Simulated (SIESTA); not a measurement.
Crystal: PtSe2 (Sudovikovite).

```xyz
3
Lattice="3.7240 0.0000 0.0000 -1.8620 3.2251 0.0000 0.0000 0.0000 5.0620" Properties=species:S:1:pos:R:3 pbc="T T T"
Pt    0.0000    0.0000    0.0000
Se    1.8620    1.0750    3.7965
Se    0.0000    2.1501    1.2655
```

Base run:

```yaml
Program: SIESTA 5.4.2
Functional: PBEsol
Potentials_or_basis: PseudoDojo 0.4 standard (PBEsol files)
Basis: DZP (energy shift 0.003 Ry; two zetas on semicore shells)
Grid_cutoff: 800 Ry
Energy_shift: 0.003 Ry
k_mesh: 8 × 8 × 5
Occupations: fermi-dirac, width 0.05 eV
Spin: no spin polarisation
```

Its results: band gap on the k mesh none (metal or under the smearing width); pressure 6.5 GPa; largest force 0.936 eV/Å.

Problem. The run is repeated on the same cell with these changes: functional from PBEsol to PBE; potentials or basis from PseudoDojo 0.4 standard (PBEsol files) to PseudoDojo 0.4 standard (PBE files). What comes out?

Solution. Band gap on the k mesh none (metal or under the smearing width); pressure 11.8 GPa; largest force 1.193 eV/Å.

Caveats: short orbitals over semicore shells can move pressures by several GPa; the basis of atomic orbitals isn't converged, which shifts pressures, moduli and gaps; spin-orbit coupling is left out, which moves the levels of the heavy elements (some runs); forces of over 1 eV/Å show positions far from the minimum, so gaps and moduli don't describe the material at rest (some runs).
